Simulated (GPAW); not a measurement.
# SiC (Moissanite) (P6_3mc) in GPAW: single point with PBE

Aim: the single point of SiC (Moissanite) with PBE.

Program: GPAW 26.7.0. These are calculated values, not measurements. Logs are shortened: lines on timing, memory, paths and dates and some standing lists are left out, and cuts for length are marked. The log counts tension as positive stress, the text compression.

## Step 1: The crystal as given

Symmetry: P6_3mc, No. 186, hexagonal system. The conventional cell has a = 3.076 Å, b = 3.076 Å, c = 5.048 Å, α = 90.00°, β = 90.00°, γ = 120.00°. Si (site symmetry 3m) has 4 C at 1.87 to 1.94 Å as nearest neighbours. Around C (site symmetry 3m) lie 4 Si at 1.87 to 1.94 Å.

## Step 2: Single point, PBE

run.py

```python
from ase.dft.bandgap import bandgap
from ase.io import read, write
from ase.units import GPa
from gpaw import GPAW, PW

atoms = read('SiC.xyz')

calc = GPAW(mode=PW(800),
            xc='PBE',
            kpts={'size': (10, 10, 5), 'gamma': True},
            occupations={'name': 'methfessel-paxton', 'order': 0, 'width': 0.015},
            nbands=18,
            convergence={'density': 1e-05, 'energy': 1e-05},
            maxiter=150,
            txt='gpaw.txt')
atoms.calc = calc
energy = atoms.get_potential_energy()
forces = atoms.get_forces()
stress = atoms.get_stress()
calc.write('gs.gpw')
write('result.traj', atoms)
print(f'Energy: {energy:.6f} eV')
print('Forces (eV/A):')
print(forces.round(4))
print('Stress (GPa):', (stress / GPa).round(3))
print('Fermi level:', round(calc.get_fermi_level(), 4), 'eV')
print(f'Gap: {bandgap(calc)[0]:.4f} eV, direct: {bandgap(calc, direct=True)[0]:.4f} eV')
```

SiC.xyz

```xyz
4
Lattice="3.0760000000 0.0000000000 0.0000000000 -1.5380000000 2.6638941420 0.0000000000 0.0000000000 0.0000000000 5.0480000000" Properties=species:S:1:pos:R:3 pbc="T T T"
Si     1.5380000002      0.8879647139      2.5240000000
Si    -0.0000000002      1.7759294281      0.0000000000
C      1.5380000002      0.8879647139      4.4674800000
C     -0.0000000002      1.7759294281      1.9434800000
```

Potentials or basis: GPAW PAW data sets (gpaw-data 1.2.1), pw.

The run is started by

```bash
OMP_NUM_THREADS=1 python run.py
```

gpaw.txt:

```text
__  _  _
 | _ |_)|_||  |
 |__||  | ||/\| - 26.7.0

Input parameters:
  mode=PW(ecut=800.0),
  convergence={'density': 1e-05, 'energy': 1e-05},
  kpts=MonkhorstPack(size=(10, 10, 5), gamma=True),
  maxiter=150,
  nbands=18,
  occupations=Occupations(name='methfessel-paxton', order=0, width=0.015),
  xc=XC(name='PBE')

Diagonalizing LCAO Hamiltonian
Converting LCAO to pw mode

           C

           Si
        C

        Si

Atoms  # Å, Bohr magnetons
|   | symbol |         x |        y |        z |    initial magnetic moments |
|---|--------|-----------|----------|----------|-----------------------------|
| 0 |     Si |  1.538000 | 0.887965 | 2.524000 | ( 0.0000,  0.0000,  0.0000) |
| 1 |     Si | -0.000000 | 1.775929 | 0.000000 | ( 0.0000,  0.0000,  0.0000) |
| 2 |      C |  1.538000 | 0.887965 | 4.467480 | ( 0.0000,  0.0000,  0.0000) |
| 3 |      C | -0.000000 | 1.775929 | 1.943480 | ( 0.0000,  0.0000,  0.0000) |

Unit cell  # Å
| periodic |         x |        y |        z |  lengths |     angles |
|----------|-----------|----------|----------|----------|------------|
|      yes |  3.076000 | 0.000000 | 0.000000 | 3.076000 |  90.000000 |
|      yes | -1.538000 | 2.663894 | 0.000000 | 3.076000 |  90.000000 |
|      yes |  0.000000 | 0.000000 | 5.048000 | 5.048000 | 120.000000 |

Number of symmetries: 6
Symmetry operations  # r_c * U_cc + t_c -> r_c
|   | kind |            matrix            |
|---|------|------------------------------|
| 0 |  σ   |  1, 1, 0,  0,-1, 0,  0, 0, 1 |
| 1 |  E   |  1, 0, 0,  0, 1, 0,  0, 0, 1 |
| 2 |  C3  |  0, 1, 0, -1,-1, 0,  0, 0, 1 |
| 3 |  σ   |  0,-1, 0, -1, 0, 0,  0, 0, 1 |
| 4 |  σ   | -1, 0, 0,  1, 1, 0,  0, 0, 1 |
| 5 |  C3  | -1,-1, 0,  1, 0, 0,  0, 0, 1 |

BZ-sampling:
  Number of BZ points: 500
  Number of IBZ points: 58

  Monkhorst-Pack size: [10, 10, 5]
  Monkhorst-Pack shift: [0.05, 0.05, 0.0]

K-points  # in reciprocal-cell coordinates
|     |                                coordinates |     weight |
|-----|--------------------------------------------|------------|
|   0 | (  0.00000000,   0.00000000,   0.00000000) | 0.00200000 |
|   1 | (  0.00000000,   0.00000000,   0.20000000) | 0.00400000 |
|   2 | (  0.00000000,   0.00000000,   0.40000000) | 0.00400000 |
|   3 | (  0.10000000,   0.00000000,  -0.40000000) | 0.01200000 |
|   4 | (  0.10000000,   0.00000000,  -0.20000000) | 0.01200000 |
|   5 | (  0.10000000,   0.00000000,   0.00000000) | 0.01200000 |
|   6 | (  0.10000000,   0.00000000,   0.20000000) | 0.01200000 |
|   7 | (  0.10000000,   0.00000000,   0.40000000) | 0.01200000 |
|   8 | (  0.20000000,  -0.10000000,   0.00000000) | 0.01200000 |
|   9 | (  0.20000000,  -0.10000000,   0.20000000) | 0.02400000 |
| ... |                                            |            |
|  57 | (  0.50000000,   0.50000000,   0.40000000) | 0.01200000 |

Plane wave coefficients: 2141
Cutoff: 800.0 eV

Spin-components: 1 (collinear spins)
Bands:           18
Projectors:      20
Spin-degeneracy: 2
Datatype:        complex128

Parallelization:
  kpt:    1
  domain: 1
  band:   1

Density:
  Valence electrons: 16.0
  Components: 1
  Grid points: [21 21 35]
  Charge: 0.0  # |e|

Potential:
  Grid points: [21 21 35]

species:
  Si:
    name:    Silicon
    Z:       14.0
    valence: 4
    core:    10
    charge:  0.0  # [|e|]
    compensation charges:
      type: gauss
      rc: 0.33  # [Å]
      lmax: 2
    cutoffs:
      filter: 1.86  # [Å]
      core: 2.06  # [Å]
    projectors
    | kind |    occ | energy [eV] | rcut [Å] |
    |------|--------|-------------|----------|
    |   3s |  2.000 |     -10.812 |    1.058 |
    |   3p |  2.000 |      -4.081 |    1.058 |
    |    s |        |      16.399 |    1.058 |
    |    p |        |      23.130 |    1.058 |
    |    d |        |       0.000 |    1.058 |

    Using partial waves for Si as LCAO basis

  C:
    name:    Carbon
    Z:       6.0
    valence: 4
    core:    2
    charge:  0.0  # [|e|]
    compensation charges:
      type: gauss
      rc: 0.20  # [Å]
      lmax: 2
    cutoffs:
      filter: 1.14  # [Å]
      core: 1.14  # [Å]
    projectors
    | kind |    occ | energy [eV] | rcut [Å] |
    |------|--------|-------------|----------|
    |   2s |  2.000 |     -13.751 |    0.635 |
    |   2p |  2.000 |      -5.284 |    0.635 |
    |    s |        |      13.461 |    0.635 |
    |    p |        |      21.927 |    0.635 |
    |    d |        |       0.000 |    0.635 |

    Using partial waves for C as LCAO basis

Reference energy: -17827.944731  # eV

eigensolver:
  PPCG
  Converge bands: occupied
  niter=2

density mixing:
  MSR1-Mixer
  Pratt-step length: 0.05
  Maximum mixing coefficient: 0.75
  Old densities: 10
  SVD Regularization: 0.005
  Good broyden scale: 1.0
  Trust region scale: 1.0
  Backstep threshold: 4.0
  History deletion threshold: 6.0
  Fourier metric: weight=20.0, sigma=0.015

occupation numbers:
  Methfessel-Paxton:
    width: 0.0150  # eV
    order: 0

poisson solver:
  ecut: 6400.0  # eV

xc functional:
  name: PBE with 2 nearest neighbor stencil

convergence criteria:
- Maximum integral of absolute [dens]ity change: 1e-05 electrons / valence electron
- Maximum [total energy] change in last 3 cyles: 1e-05 eV / valence electron
- Maximum integral of absolute [eigenst]ate change: 4e-08 eV^2 / valence electron
maximum number of iterations: 150

SCF iterations
|iter     | |      energy | eigst |  dens |
|---------|-|-------------|-------|-------|
|iter:   1| |  -33.177737 | -0.13 |       |
|iter:   2| |  -32.423169 | -2.16 | -0.56 |
|iter:   3| |  -29.892295 | -0.71 | -0.61 |
|iter:   4| |  -29.902801 | -2.76 | -1.31 |
|iter:   5| |  -29.909225 | -3.39 | -1.69 |
|iter:   6| |  -29.909356 | -5.23 | -2.68 |
|iter:   7| |  -29.909365c| -6.50 | -3.29 |
|iter:   8| |  -29.909365c| -7.92c| -4.12 |
|iter:   9| |  -29.909365c| -7.50c| -4.48 |
|iter:  10| |  -29.909365c| -8.47c| -5.23c|

Converged in 10 steps
Energy contributions relative to reference atoms: (reference = -17827.944731)

Energy contributions:
  Kinetic:          32.626694
  Coulomb:         -27.351864
  Zero:             -0.028913
  External:          0.000000
  Xc:              -35.155282
  Entropy:           0.000000
  Spinorbit:         0.000000
  ----------------------------
  Free energy:     -29.909365
  Extrapolated:    -29.909365

dipole moment: (-0.000001, -0.000002, -8.942524)  # |e|*Ang

Fermi level: 10.149
Eigenvalues  # (at kpt = [0.000, 0.000, 0.000])
| band index |      eig [eV] | occ [0-2] |
|------------|---------------|-----------|
|          0 |        -7.184 |     2.000 |
|          1 |        -3.679 |     2.000 |
|          2 |        -0.152 |     2.000 |
|          3 |         6.992 |     2.000 |
|          4 |         6.992 |     2.000 |
|          5 |         8.277 |     2.000 |
|          6 |         8.277 |     2.000 |
|          7 |         8.553 |     2.000 |
|          8 |        13.176 |     0.000 |
|          9 |        14.595 |     0.000 |
|         10 |        15.046 |     0.000 |
|         11 |        15.046 |     0.000 |
|         12 |        16.103 |     0.000 |
|         13 |        17.245 |     0.000 |
|         14 |        17.245 |     0.000 |
|         15 |        19.918 |     0.000 |
|        ... |               |           |
|         17 |        19.926 |     0.000 |

Gap: 2.472 eV
Transition (v -> c):
  (s=0, k=0, n=7, [0.00, 0.00, 0.00]) -> (s=0, k=39, n=8, [0.40, 0.30, 0.00])
Direct/indirect transitions are different
Direct gap: 4.070 eV
Transition at: (s=0, k=55, n=7, [0.50, 0.50, 0.00])

Forces  # eV/Ang
|       x |       y |        z |
|---------|---------|----------|
| 0.00000 | 0.00000 |  0.76981 |  # Si   0
| 0.00000 | 0.00000 |  0.76985 |  # Si   1
| 0.00000 | 0.00000 | -0.76972 |  # C    2
| 0.00000 | 0.00000 | -0.76981 |  # C    3

Stress tensor  # eV/Ang^3
|         x |         y |         z |
|-----------|-----------|-----------|
| -0.041630 |  0.000000 |  0.000000 |
|  0.000000 | -0.041630 |  0.000000 |
|  0.000000 |  0.000000 | -0.009843 |

# Writing to gs.gpw (mode='')
```

Run time: 43 s. Hardware: 1 thread of Arm Neoverse V1, shared host; peak memory 0.2 GiB.

What came out:

- Free energy: -29.9094 eV
- Pressure: 5.0 GPa
- Largest force: 0.770 eV/Å
- Band gap on the k mesh: 2.47 eV, indirect (least direct gap 4.07 eV)

Forces on the atoms (eV/Å):
```
Si   0.000  0.000  0.770
Si   0.000  0.000  0.770
C    0.000  0.000 -0.770
C    0.000  0.000 -0.770
```

Levels at points of the mesh, in eV from the valence-band top:
```tsv
k point	band 5	band 6	band 7	band 8	band 9	band 10	band 11	band 12
(0.00, 0.00, 0.00)	-1.56	-0.28	-0.28	0.00	4.62	6.04	6.49	6.49
(0.50, 0.50, 0.00)	-5.44	-3.55	-3.27	-1.49	2.58	4.19	6.75	7.19
```

Caveat: an odd mesh through Γ misses points on the zone boundary, where band edges often lie. PBE gaps usually lie below the measured ones, often by a third to a half.
